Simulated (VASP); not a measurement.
# SnTe (Fm-3m) in VASP: further runs

One crystal, SnTe, is run at these levels: AM05, PBE; tasks: relaxation of cell and atoms.

Everything below comes from runs of VASP 6.6.1. Logs are shortened: lines on timing, memory, paths and dates and some standing lists are left out, and cuts for length are marked.

### 1 The structure

It takes space group Fm-3m (No. 225, cubic). Conventional cell: a = 6.302 Å, b = 6.302 Å, c = 6.302 Å, α = 90.00°, β = 90.00°, γ = 90.00°. Sn (site symmetry m-3m) has 6 Te at 3.15 Å as nearest neighbours. Around Te (site symmetry m-3m) lie 6 Sn at 3.15 Å.

### 2 Relaxation of cell and atoms, AM05

Input file INCAR:

```
PREC = Accurate
ENCUT = 600
EDIFF = 1E-7
ISMEAR = 0
SIGMA = 0.03
LREAL = F
LASPH = T
NELM = 80
ALGO = Normal
ISIF = 3
LWAVE = F
LCHARG = F
GGA = AM
IBRION = 2
NSW = 90
EDIFFG = -0.005
```

Input file KPOINTS:

```
Automatic mesh
0
Gamma
  10 10 10
```

Input file POSCAR:

```
SnTe                                    
1.0
    0.0000000000      3.1508500000      3.1508500000
    3.1508500000      0.0000000000      3.1508500000
    3.1508500000      3.1508500000      0.0000000000
  Sn              Te            
     1     1
Direct
     0.0000000000000000    0.0000000000000000    0.0000000000000000
     0.5000000000000000    0.5000000000000000    0.5000000000000000
```

Potentials or basis: VASP PAW PBE potentials, release 64 (Sn_d, Te).

Run with:

```bash
cat potpaw_PBE.64/Sn_d/POTCAR potpaw_PBE.64/Te/POTCAR > POTCAR
mpirun -np 1 vasp_std > vasp.out
```

OUTCAR:

```text
PREC = Accurate
   ENCUT = 600
   EDIFF = 1E-7
   ISMEAR = 0
   LREAL = F
   LASPH = T
   NELM = 80
   ISIF = 3
   GGA = AM
   IBRION = 2
   NSW = 90
   EDIFFG = -0.005

 ion  position               nearest neighbor table
   1  0.000  0.000  0.000-   2 3.15   2 3.15   2 3.15   2 3.15   2 3.15   2 3.15
   2  0.500  0.500  0.500-   1 3.15   1 3.15   1 3.15   1 3.15   1 3.15   1 3.15

  LATTYP: Found a face centered cubic cell.
 ALAT       =     6.3017000000

  Lattice vectors:

 A1 = (   0.0000000000,   3.1508500000,   3.1508500000)
 A2 = (   3.1508500000,   0.0000000000,   3.1508500000)
 A3 = (   3.1508500000,   3.1508500000,   0.0000000000)

Analysis of symmetry for initial positions (statically):
=====================================================================
 Subroutine PRICEL returns:
 Original cell was already a primitive cell.

 Routine SETGRP: Setting up the symmetry group for a
 face centered cubic supercell.

 Subroutine GETGRP returns: Found 48 space group operations
 (whereof 48 operations were pure point group operations)
 out of a pool of 48 trial point group operations.

The static configuration has the point symmetry O_h .

Analysis of symmetry for dynamics (positions and initial velocities):
=====================================================================
 Subroutine PRICEL returns:
 Original cell was already a primitive cell.

 Routine SETGRP: Setting up the symmetry group for a
 face centered cubic supercell.

 Subroutine GETGRP returns: Found 48 space group operations
 (whereof 48 operations were pure point group operations)
 out of a pool of 48 trial point group operations.

The dynamic configuration has the point symmetry O_h .

 Subroutine INISYM returns: Found 48 space group operations
 (whereof 48 operations are pure point group operations),
 and found     1 'primitive' translations

----------------------------------------------------------------------------------------

                                     Primitive cell

  volume of cell :      62.5624

  direct lattice vectors                    reciprocal lattice vectors
     0.000000000  3.150850000  3.150850000    -0.158687338  0.158687338  0.158687338
     3.150850000  0.000000000  3.150850000     0.158687338 -0.158687338  0.158687338
     3.150850000  3.150850000  0.000000000     0.158687338  0.158687338 -0.158687338

  length of vectors
     4.455974803  4.455974803  4.455974803     0.274854533  0.274854533  0.274854533

  position of ions in fractional coordinates (direct lattice)
     0.000000000  0.000000000  0.000000000
     0.500000000  0.500000000  0.500000000

  ion indices of the primitive-cell ions
   primitive index   ion index
                 1           1
                 2           2

----------------------------------------------------------------------------------------

 KPOINTS: Automatic mesh

Automatic generation of k-mesh.
 Grid dimensions read from file:
 generate k-points for:   10   10   10

 Generating k-lattice:

  Cartesian coordinates                     Fractional coordinates (reciprocal lattice)
    -0.015868734  0.015868734  0.015868734     0.100000000  0.000000000  0.000000000
     0.015868734 -0.015868734  0.015868734     0.000000000  0.100000000  0.000000000
     0.015868734  0.015868734 -0.015868734     0.000000000  0.000000000  0.100000000

  Length of vectors
     0.027485453  0.027485453  0.027485453

  Shift w.r.t. Gamma in fractional coordinates (k-lattice)
     0.000000000  0.000000000  0.000000000

 Subroutine IBZKPT returns following result:
 ===========================================

 Found     47 irreducible k-points:

 Following reciprocal coordinates:
            Coordinates               Weight
  0.000000  0.000000  0.000000      1.000000
  0.100000  0.000000  0.000000      8.000000
  0.200000  0.000000  0.000000      8.000000
  0.300000  0.000000  0.000000      8.000000
  0.400000  0.000000  0.000000      8.000000
  0.500000  0.000000  0.000000      4.000000
[... 16 lines left out ...]
  0.300000  0.300000  0.000000      6.000000
  0.400000  0.300000  0.000000     24.000000
 [... further k-points ...]
   k-points           NKPTS =     47   k-points in BZ     NKDIM =     47   number of bands    NBANDS=     14
   number of dos      NEDOS =    301   number of ions     NIONS =      2
   total plane-waves  NPLWV =  46656
   dimension x,y,z NGX =    36 NGY =   36 NGZ =   36
   dimension x,y,z NGXF=    72 NGYF=   72 NGZF=   72
   ions per type =               1   1
   NGX,Y,Z   is equivalent  to a cutoff of  13.43, 13.43, 13.43 a.u.
   NGXF,Y,Z  is equivalent  to a cutoff of  26.86, 26.86, 26.86 a.u.
 SYSTEM =  unknown system
   PREC   = accura    normal or accurate (medium, high low for compatibility)
   ISTART =      0    job   : 0-new  1-cont  2-samecut
   ICHARG =      2    charge: 1-file 2-atom 10-const
   ISPIN  =      1    spin polarized calculation?
   LNONCOLLINEAR =      F non collinear calculations
   LSORBIT =      F    spin-orbit coupling
   LASPH  =      T    aspherical Exc in radial PAW
   ENCUT  =  600.0 eV  44.10 Ry    6.64 a.u.   8.90  8.90  8.90*2*pi/ulx,y,z
   NELM   =     80;   NELMIN=  2; NELMDL= -5     # of ELM steps
   EDIFF  = 0.1E-06   stopping-criterion for ELM
   LREAL  =      F    real-space projection
   EDIFFG = -.5E-02   stopping-criterion for IOM
   NSW    =     90    number of steps for IOM
   IBRION =      2    ionic relax: 0-MD 1-quasi-New 2-CG
   NFREE  =      1    steps in history (QN), initial steepest desc. (CG)
   ISIF   =      3    stress and relaxation
   ISYM   =      2    0-nonsym 1-usesym 2-fastsym
   POTIM  = 0.5000    time-step for ionic-motion
   TEBEG  =    0.0;   TEEND  =   0.0 temperature during run
   PSTRESS=    0.0 pullay stress
   NELECT =      20.0000    total number of electrons
   NUPDOWN=      -1.0000    fix difference up-down
   EMIN   =  10.00;   EMAX   =-10.00  energy-range for DOS
   EFERMI =   0.00;   METHOD = LEGACY
   ISMEAR =     0;   SIGMA  =   0.03  broadening in eV -4-tet -1-fermi 0-gaus
   EFERMI_NEDOS =   21; number of points for ismear=-14 and -15
   IALGO  =     38    algorithm
   IMIX   =      4    mixing-type and parameters
     AMIX     =   0.40;   BMIX     =  1.00
     AMIX_MAG =   1.60;   BMIX_MAG =  1.00
  volume/ion in A,a.u.               =      31.28       211.10
  Fermi-wavevector in a.u.,A,eV,Ry     =   1.119387  2.115336 17.048485  1.253028
  Thomas-Fermi vector in A             =   2.256026
   LORBIT       =      0    0 simple, 1 ext, 2 COOP (PROOUT), +10 PAW based schemes
   GGA     = AM    functional components
   LHFCALC =     F    Hartree Fock is set to
   AEXX    =    0.0000 exact exchange contribution
   IVDW    =     0    specifies the selected vdW correction
   LEPSILON=     F    determine dielectric tensor
   LRPA    =     F    only Hartree local field effects (RPA)
 conjugate gradient relaxation of ions
 non-spin polarized calculation
 Gauss-broadening in eV      SIGMA  =   0.03
  energy-cutoff  :      600.00
  volume of cell :       62.56
 maximum number of plane-waves:      2108
   NGX = 17   NGY = 17   NGZ = 17

 number of electron      19.9999998 magnetization

 Free energy of the ion-electron system (eV)
  ---------------------------------------------------
  ext. energy  EPLUGINS =         0.00000000
  ---------------------------------------------------
  free energy    TOTEN  =        -7.75141865 eV

  energy without entropy =       -7.75141521  energy(sigma->0) =       -7.75141693

 E-fermi :   6.9041     XC(G=0):  -9.5643

 val. band max:        6.8466234328   @ k =   0.5000   0.0000   0.0000
 cond. band min:       6.9615998703   @ k =   0.5000   0.0000   0.0000
 fundamental gap:      0.1149764376
 Fermi energy:         6.9041116607

 k-point     1 :       0.0000    0.0000    0.0000
  band No.  band energies     occupation
      1     -14.9690      2.00000
      2     -14.9690      2.00000
      3     -14.9649      2.00000
      4     -14.9649      2.00000
      5     -14.9649      2.00000
      6      -5.9529      2.00000
      7       2.1530      2.00000
      8       4.7292      2.00000
      9       4.7292      2.00000
     10       4.7292      2.00000
     11      10.2089      0.00000
     12      10.2089      0.00000
     13      10.2089      0.00000
     14      11.6043      0.00000

 k-point     2 :       0.1000    0.0000    0.0000
  band No.  band energies     occupation
      1     -14.9694      2.00000
      2     -14.9694      2.00000
      3     -14.9647      2.00000
      4     -14.9643      2.00000
      5     -14.9643      2.00000
      6      -5.8683      2.00000
      7       1.6717      2.00000
      8       4.7435      2.00000
      9       4.7435      2.00000
     10       5.0736      2.00000
     11       9.7371      0.00000
     12       9.7371      0.00000
     13       9.7566      0.00000
     14      11.5421      0.00000

 k-point     3 :       0.2000    0.0000    0.0000
  band No.  band energies     occupation
      1     -14.9707      2.00000
      2     -14.9707      2.00000
      3     -14.9643      2.00000
      4     -14.9625      2.00000
      5     -14.9625      2.00000
      6      -5.6236      2.00000
      7       0.6962      2.00000
      8       4.7934      2.00000
      9       4.7934      2.00000
     10       5.6525      2.00000
     11       8.8602      0.00000
     12       8.8602      0.00000
     13       8.9094      0.00000
     14      11.7023      0.00000
[... 324 lines left out ...]
 k-point    23 :       0.3000    0.3000    0.0000
  band No.  band energies     occupation
      1     -14.9800      2.00000
      2     -14.9674      2.00000
      3     -14.9659      2.00000
      4     -14.9578      2.00000
      5     -14.9578      2.00000
      6      -5.0449      2.00000
      7       0.2726      2.00000
      8       3.5807      2.00000
      9       3.5807      2.00000
     10       3.8424      2.00000
     11       9.5470      0.00000
     12       9.9571      0.00000
     13      11.0013      0.00000
     14      11.0013      0.00000

 k-point    24 :       0.4000    0.3000    0.0000
  band No.  band energies     occupation
      1     -14.9820      2.00000
      2     -14.9673      2.00000
      3     -14.9660      2.00000
      4     -14.9566      2.00000
      5     -14.9562      2.00000
      6      -4.7625      2.00000
      7      -0.0486      2.00000
      8       2.8932      2.00000
      9       3.4670      2.00000
     10       3.6734      2.00000
     11       9.5529      0.00000
     12      10.7121      0.00000
     13      10.8202      0.00000
     14      11.1893      0.00000

 [... further k-points ...]

------------------------ aborting loop because EDIFF is reached ----------------------------------------

  FORCE on cell =-STRESS in cart. coord.  units (eV):
  Direction    XX          YY          ZZ          XY          YZ          ZX
  --------------------------------------------------------------------------------------
  -------------------------------------------------------------------------------------
  Total        0.0039606      0.0039606      0.0039606      0.0000000      0.0000000      0.0000000
  in kB        0.1014274      0.1014274      0.1014274      0.0000000      0.0000000      0.0000000
  external PRESSURE =       0.1014274 kB  Pullay stress =       0.0000000 kB

 VOLUME and BASIS-vectors are now :
 -----------------------------------------------------------------------------
  energy-cutoff  :      600.00
  volume of cell :       62.56
      direct lattice vectors                 reciprocal lattice vectors
     0.000000000  3.150850000  3.150850000    -0.158687338  0.158687338  0.158687338
     3.150850000  0.000000000  3.150850000     0.158687338 -0.158687338  0.158687338
     3.150850000  3.150850000  0.000000000     0.158687338  0.158687338 -0.158687338

 POSITION                                       TOTAL-FORCE (eV/Angst)
 -----------------------------------------------------------------------------------
      0.00000      0.00000      0.00000        -0.000000     -0.000000     -0.000000
      3.15085      3.15085      3.15085         0.000000      0.000000      0.000000
 -----------------------------------------------------------------------------------
    total drift:                               -0.000000      0.000000      0.000000

  FREE ENERGIE OF THE ION-ELECTRON SYSTEM (eV)
  ---------------------------------------------------
  free  energy   TOTEN  =        -7.7514186514 eV

  energy  without entropy=       -7.7514152090  energy(sigma->0) =       -7.75141693

 reached required accuracy - stopping structural energy minimisation
```

Wall time 37 s (1 thread of Intel Xeon 6975P-C (Granite Rapids), shared host); peak memory 0.23 GiB.

What came out:

* Free energy: -7.7514 eV
* Pressure after relaxing: 0.0 GPa
* Band gap on the k mesh: 0.12 eV, direct

Final structure:
```
Sn Te
1.0
     0.00000    3.15085    3.15085
     3.15085    0.00000    3.15085
     3.15085    3.15085    0.00000
Sn Te
1 1
Cartesian
  0.0000 0.0000 0.0000
  3.1509 3.1509 3.1509
```

Caveat: the relaxation stopped at its first step, so nothing moved; the PAW data sets were made with another functional, which shifts forces and pressure a little; spin-orbit coupling is left out, which moves the levels of the heavy elements. A k mesh can miss the band edges.

### 3 Relaxation of cell and atoms, PBE

Input file INCAR:

```
SYSTEM = SnTe
  PREC = Accurate
  ENCUT = 600
  EDIFF = 1E-6
  ISMEAR = 0
  SIGMA = 0.03
  LREAL = .FALSE.
  LASPH = .TRUE.
  NELM = 80
  ALGO = Normal
  ISIF = 3
  LWAVE = .FALSE.
  LCHARG = .FALSE.
  GGA = PE
  IBRION = 2
  NSW = 90
  EDIFFG = -0.01
```

Input file KPOINTS:

```
regular mesh
0
G
  10 10 10
  0 0 0
```

Input file POSCAR:

```
SnTe
1.0
    0.0000000000      3.1508500000      3.1508500000
    3.1508500000      0.0000000000      3.1508500000
    3.1508500000      3.1508500000      0.0000000000
Sn Te
1 1
Direct
    0.0000000000      0.0000000000      0.0000000000
    0.5000000000      0.5000000000      0.5000000000
```

Potentials or basis: VASP PAW PBE potentials, release 64 (Sn_d, Te).

Run with:

```bash
cat potpaw_PBE.64/Sn_d/POTCAR potpaw_PBE.64/Te/POTCAR > POTCAR
mpirun -np 1 vasp_std > vasp.out
```

Wall time 48 s (1 thread of Intel Xeon 6975P-C (Granite Rapids), shared host); peak memory 0.24 GiB.

The run converged. Its results:

| Property | Result |
| --- | --- |
| Free energy | -7.5648 eV |
| Relaxed volume | 32.93 Å³/atom |
| Relaxed cell | a = 4.533 Å, b = 4.533 Å, c = 4.533 Å, α = 60.00°, β = 60.00°, γ = 60.00° |
| Space group after relaxing (to 0.05 Å) | Fm-3m (No. 225) |
| Energy gained by relaxing | 11.1 meV/atom |
| Ionic steps | 3 |
| Pressure after relaxing | 0.0 GPa |
| Band gap on the k mesh | 0.05 eV, direct |

Step by step:
| step | energy change (eV) | largest force (eV/Å) | pressure (GPa) | volume (Å³) |
| --- | --- | --- | --- | --- |
| 1 | 0.0000 | 0.0000 | 2.24 | 62.56 |
| 2 | -0.0211 | 0.0000 | -0.43 | 66.60 |
| 3 | -0.0222 | 0.0000 | -0.01 | 65.85 |

Final structure:
```
CELL_PARAMETERS angstrom
0.00000 3.20518 3.20518
3.20518 0.00000 3.20518
3.20518 3.20518 0.00000
ATOMIC_POSITIONS crystal
Sn 0.00000 0.00000 0.00000
Te 0.50000 0.50000 0.50000
```

Levels at points of the mesh, in eV from the valence-band top:
```csv
k point,band 8,band 9,band 10,band 11,band 12,band 13
"(0.00, 0.00, 0.00)",-2.00,-2.00,-2.00,3.25,3.25,3.25
"(0.50, 0.00, 0.00)",-1.67,-1.67,0.00,0.05,0.45,0.45
"(0.50, 0.50, 0.00)",-5.21,-3.49,-3.49,2.38,4.69,4.69
```

Caveat: spin-orbit coupling is left out, which moves the levels of the heavy elements.

(Part 1 of 2 ends here.)
